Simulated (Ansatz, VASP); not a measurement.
This is a calculation of Si2Ni for VASP 6.6.1.

File run.py:

```python
from ase.calculators.vasp import Vasp
from ase.dft.bandgap import bandgap
from ase.io import read

atoms = read('Si2Ni.xyz')
atoms.set_initial_magnetic_moments([1.0, 0.0, 0.0])
calc = Vasp(
    directory='calc',
    xc='rpbe',
    pp='PBE',
    setups={'base': 'minimal', 'Ni': '_GW', 'Si': '_GW'},
    prec='Accurate',
    encut=550,
    ediff=1e-06,
    ismear=0,
    sigma=0.02,
    lreal=False,
    lasph=True,
    nelm=120,
    algo='Normal',
    isif=2,
    lwave=False,
    lcharg=False,
    ispin=2,
    lorbit=11,
    lmaxmix=4,
    kpts=[9, 9, 9],
    gamma=True,
)
atoms.calc = calc

print('energy (eV):', atoms.get_potential_energy())
print('free energy (eV):', atoms.get_potential_energy(force_consistent=True))
print('forces (eV/A):')
print(atoms.get_forces())
print('stress (eV/A^3, Voigt):', atoms.get_stress())
print('Fermi level (eV):', calc.get_fermi_level())
print('moment (muB):', atoms.get_magnetic_moment())
print('site moments (muB):', atoms.get_magnetic_moments())
gap, top, bottom = bandgap(calc)
print('band gap (eV):', gap, 'from (spin, k, band)', top, 'to', bottom)
```

Si2Ni.xyz

```xyz
3
Lattice="0.0000000000 2.7030000000 2.7030000000 2.7030000000 0.0000000000 2.7030000000 2.7030000000 2.7030000000 0.0000000000" Properties=species:S:1:pos:R:3 pbc="T T T"
Ni     0.0000000000      0.0000000000      0.0000000000
Si     4.0545000000      4.0545000000      4.0545000000
Si     1.3515000000      1.3515000000      1.3515000000
```

Potentials or basis: VASP PAW PBE potentials, release 64 (Ni_GW, Si_GW).

Launch:

```sh
$ python run.py
```

Problem. Translate it to Ansatz 0.2.0. Potentials there: Ansatz PAW.

Solution. As run (the cutoff follows the program's own potentials):

File input.yaml:

```yaml
crystal:
  lattice:
    - [0.0, 2.703, 2.703]
    - [2.703, 0.0, 2.703]
    - [2.703, 2.703, 0.0]
  atoms:
    - { symbol: Ni, position: [0.0, 0.0, 0.0], spin: 1.0 }
    - { symbol: Si, position: [0.75, 0.75, 0.75] }
    - { symbol: Si, position: [0.25, 0.25, 0.25] }
hamiltonian:
  xc: rpbe
  pseudopotentials: { kind: paw }
magnetization:
  spin_polarized: true
kpoints:
  mp_grid: { grid: [9, 9, 9] }
scf:
  occupations: { method: gaussian, width: 0.02 }
output:
  forces: true
  stress: true
  eigenvalues: true
```

Potentials or basis: Ansatz PAW.

The run is started by

```sh
$ ansatz run input.yaml --threads 2 --pin off --max-ram 5632MiB --backend cpu --events-out ev --progress --plain --runs-dir out
```

Both were run:

|  | VASP | Ansatz | Ansatz less VASP |
| --- | --- | --- | --- |
| gap on the k mesh at the Fermi level (eV) | none | none | - |
| pressure (GPa) | 6.2 | 6.8 | +0.53 |
| net moment per atom (μB) | 0.00 | 0.00 | 0.000 |

A gap of «none» marks a metal or a gap that the smearing closes. The functional is the same, so the differences come from potentials, cutoffs and numerics. The two sets of potentials don't hold the same shells in valence.

Caveats: the PAW data sets were made with another functional, which shifts forces and pressure a little (VASP); the PAW data sets come from PBE, with cores solved anew for the run's functional, which leaves a small shift of forces and pressure (Ansatz); the starting moments weren't kept (Ansatz).
